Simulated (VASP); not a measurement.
# Ti2H (I4/mmm) in VASP: single point with r2SCAN

Aim: the single point of Ti2H with r2SCAN.

Everything below comes from runs of VASP 6.6.1. Logs are shortened: lines on timing, memory, paths and dates and some standing lists are left out, and cuts for length are marked.

## Step 1: The structure

It takes space group I4/mmm (No. 139, tetragonal). Conventional cell: a = 2.735 Å, b = 2.735 Å, c = 9.527 Å, α = 90.00°, β = 90.00°, γ = 90.00°. Around Ti (site symmetry 4mm) lie 4 H at 2.35 Å and 1 Ti at 2.68 Å. H (site symmetry 4/mmm) is surrounded by 8 Ti at 2.35 Å.

The cell was built by a generator and needn't be a form met in nature.

## Step 2: Single point, r2SCAN

Contents of POSCAR:

```
Ti2H
1.0
   -1.3674528910      1.3674528910      4.7634934521
    1.3674528910     -1.3674528910      4.7634934521
    1.3674528910      1.3674528910     -4.7634934521
Ti H
2 1
Direct
    0.6407952500      0.6407952500      0.0000000000
    0.3592047500      0.3592047500      0.0000000000
    0.0000000000      0.0000000000      0.0000000000
```

Contents of INCAR.step1:

```
  PREC = Accurate
  ENCUT = 520
  ISMEAR = 0
  SIGMA = 0.1
  LREAL = False
  LASPH = True
  NELM = 100
  NBANDS = 20
  GGA = PE
  ALGO = Normal
  EDIFF = 1E-4
  LWAVE = True
  LCHARG = False
```

Contents of INCAR.step2:

```
  PREC = Accurate
  ENCUT = 520
  EDIFF = 1E-6
  ISMEAR = 0
  SIGMA = 0.1
  LREAL = False
  LASPH = True
  NELM = 100
  ALGO = Normal
  ISIF = 2
  LWAVE = False
  LCHARG = False
  METAGGA = R2SCAN
  LMIXTAU = True
  NBANDS = 20
  ISTART = 1
```

Contents of KPOINTS:

```
regular mesh
0
Gamma
  6 6 6
```

Potentials or basis: VASP PAW PBE potentials, release 64 (Ti_sv, H).

Launch:

```bash
cat potpaw_PBE.64/Ti_sv/POTCAR potpaw_PBE.64/H/POTCAR > POTCAR
cp INCAR.step1 INCAR
mpirun -np 1 vasp_std > vasp.out
cp INCAR.step2 INCAR
mpirun -np 1 vasp_std > vasp.out
```

OUTCAR:

```text
PREC = Accurate
   ENCUT = 520
   EDIFF = 1E-6
   ISMEAR = 0
   LREAL = False
   LASPH = True
   NELM = 100
   ISIF = 2
   METAGGA = R2SCAN
   ISTART = 1

 ion  position               nearest neighbor table
   1  0.641  0.641  0.000-   2 2.68   2 2.84   2 2.84   2 2.84   2 2.84
   2  0.359  0.359  0.000-   1 2.68   1 2.84   1 2.84   1 2.84   1 2.84
   3  0.000  0.000  0.000-

  LATTYP: Found a body centered tetragonal cell.
 ALAT       =     2.7349057820
 C/A-ratio  =     3.4834790167

  Lattice vectors:

 A1 = (  -1.3674528910,   1.3674528910,   4.7634934521)
 A2 = (   1.3674528910,  -1.3674528910,   4.7634934521)
 A3 = (   1.3674528910,   1.3674528910,  -4.7634934521)

Analysis of symmetry for initial positions (statically):
=====================================================================
 Subroutine PRICEL returns:
 Original cell was already a primitive cell.

 Routine SETGRP: Setting up the symmetry group for a
 body centered tetragonal supercell.

 Subroutine GETGRP returns: Found 16 space group operations
 (whereof 16 operations were pure point group operations)
 out of a pool of 16 trial point group operations.

The static configuration has the point symmetry D_4h.

Analysis of symmetry for dynamics (positions and initial velocities):
=====================================================================
 Subroutine PRICEL returns:
 Original cell was already a primitive cell.

 Routine SETGRP: Setting up the symmetry group for a
 body centered tetragonal supercell.

 Subroutine GETGRP returns: Found 16 space group operations
 (whereof 16 operations were pure point group operations)
 out of a pool of 16 trial point group operations.

The dynamic configuration has the point symmetry D_4h.

 Subroutine INISYM returns: Found 16 space group operations
 (whereof 16 operations are pure point group operations),
 and found     1 'primitive' translations

----------------------------------------------------------------------------------------

                                     Primitive cell

  volume of cell :      35.6295

  direct lattice vectors                    reciprocal lattice vectors
    -1.367452891  1.367452891  4.763493452     0.000000000  0.365643309  0.104964981
     1.367452891 -1.367452891  4.763493452     0.365643309  0.000000000  0.104964981
[... 80 lines left out ...]
   ICHARG =      0    charge: 1-file 2-atom 10-const
   ISPIN  =      1    spin polarized calculation?
   LNONCOLLINEAR =      F non collinear calculations
   LSORBIT =      F    spin-orbit coupling
   LASPH  =      T    aspherical Exc in radial PAW
   ENCUT  =  520.0 eV  38.22 Ry    6.18 a.u.   9.56  9.56  9.56*2*pi/ulx,y,z
   NELM   =    100;   NELMIN=  2; NELMDL=  0     # of ELM steps
   EDIFF  = 0.1E-05   stopping-criterion for ELM
   LREAL  =      F    real-space projection
   EDIFFG = 0.1E-04   stopping-criterion for IOM
   NSW    =      0    number of steps for IOM
   IBRION =     -1    ionic relax: 0-MD 1-quasi-New 2-CG
   NFREE  =      0    steps in history (QN), initial steepest desc. (CG)
   ISIF   =      2    stress and relaxation
   ISYM   =      2    0-nonsym 1-usesym 2-fastsym
   POTIM  = 0.5000    time-step for ionic-motion
   TEBEG  =    0.0;   TEEND  =   0.0 temperature during run
   PSTRESS=    0.0 pullay stress
   NELECT =      25.0000    total number of electrons
   NUPDOWN=      -1.0000    fix difference up-down
   EMIN   =  10.00;   EMAX   =-10.00  energy-range for DOS
   EFERMI =   0.00;   METHOD = LEGACY
   ISMEAR =     0;   SIGMA  =   0.10  broadening in eV -4-tet -1-fermi 0-gaus
   EFERMI_NEDOS =   21; number of points for ismear=-14 and -15
   IALGO  =     38    algorithm
   IMIX   =      4    mixing-type and parameters
     AMIX     =   0.40;   BMIX     =  1.00
     AMIX_MAG =   1.60;   BMIX_MAG =  1.00
  volume/ion in A,a.u.               =      11.88        80.15
  Fermi-wavevector in a.u.,A,eV,Ry     =   1.454738  2.749056 28.793494  2.116262
  Thomas-Fermi vector in A             =   2.571854
   LORBIT       =      0    0 simple, 1 ext, 2 COOP (PROOUT), +10 PAW based schemes
   METAGGA = R2SCAN    functional components
   LHFCALC =     F    Hartree Fock is set to
   AEXX    =    0.0000 exact exchange contribution
   IVDW    =     0    specifies the selected vdW correction
   LEPSILON=     F    determine dielectric tensor
   LRPA    =     F    only Hartree local field effects (RPA)
 non-spin polarized calculation
 Gauss-broadening in eV      SIGMA  =   0.10
  energy-cutoff  :      520.00
  volume of cell :       35.63
 maximum number of plane-waves:       977
 NGX is ok and might be reduce to    40
   NGX = 19   NGY = 19   NGZ = 19

 number of electron      24.9999999 magnetization

 Free energy of the ion-electron system (eV)
  ---------------------------------------------------
  ext. energy  EPLUGINS =         0.00000000
  ---------------------------------------------------
  free energy    TOTEN  =       -28.92877561 eV

  energy without entropy =      -28.91752207  energy(sigma->0) =      -28.92314884

 E-fermi :   8.8090     XC(G=0): -12.5615

 val. band max:        8.7644689179   @ k =   0.3333   0.1667  -0.0000
 cond. band min:       8.8371958109   @ k =  -0.3333   0.3333   0.1667
 fundamental gap:      0.0727268929
 Fermi energy:         8.8090193214

 k-point     1 :       0.0000    0.0000    0.0000
  band No.  band energies     occupation
      1     -50.2779      2.00000
      2     -50.1101      2.00000
      3     -25.9110      2.00000
      4     -25.1223      2.00000
      5     -25.1223      2.00000
      6     -25.0643      2.00000
[... 541 lines left out ...]
     19      12.4715      0.00000
     20      12.5934      0.00000

 [... further k-points ...]
[... 5 lines left out ...]
  --------------------------------------------------------------------------------------
  -------------------------------------------------------------------------------------
  Total        0.1213100      0.1213100      0.1035192      0.0000000      0.0000000      0.0000000
  in kB        5.4550256      5.4550256      4.6550167      0.0000000      0.0000000      0.0000000
  external PRESSURE =       5.1883560 kB  Pullay stress =       0.0000000 kB

 VOLUME and BASIS-vectors are now :
 -----------------------------------------------------------------------------
  energy-cutoff  :      520.00
  volume of cell :       35.63
      direct lattice vectors                 reciprocal lattice vectors
    -1.367452891  1.367452891  4.763493452     0.000000000  0.365643309  0.104964981
     1.367452891 -1.367452891  4.763493452     0.365643309  0.000000000  0.104964981
     1.367452891  1.367452891 -4.763493452     0.365643309  0.365643309  0.000000000

 POSITION                                       TOTAL-FORCE (eV/Angst)
 -----------------------------------------------------------------------------------
      0.00000      0.00000      6.10485        -0.000000     -0.000000      0.009343
      0.00000      0.00000      3.42214         0.000000      0.000000     -0.009343
      0.00000      0.00000      0.00000         0.000000      0.000000      0.000000
 -----------------------------------------------------------------------------------
    total drift:                                0.000000      0.000000     -0.000000

  FREE ENERGIE OF THE ION-ELECTRON SYSTEM (eV)
  ---------------------------------------------------
  free  energy   TOTEN  =       -28.9287756086 eV

  energy  without entropy=      -28.9175220675  energy(sigma->0) =      -28.92314884
```

Run time: 2.3 min. Hardware: 1 thread of AMD EPYC 9R45 (Zen 5), shared host; peak memory 0.23 GiB.

What came out:

```yaml
Free_energy: -28.9288 eV
Pressure: 0.5 GPa
Largest_force: 0.009 eV/Å
Band_gap_on_the_k_mesh: none (metal or under the smearing width)
```

Forces in eV/Å, atoms in the order of the input:
```
Ti   0.000  0.000  0.009
Ti   0.000  0.000 -0.009
H    0.000  0.000  0.000
```

Stress tensor (GPa, compression positive):
```
0.55 0.00 0.00
0.00 0.55 0.00
0.00 0.00 0.47
```

Caveat: the k mesh is coarse (spacing up to 0.54 Å⁻¹), so the values aren't converged; the PAW data sets were made with another functional, which shifts forces and pressure a little.
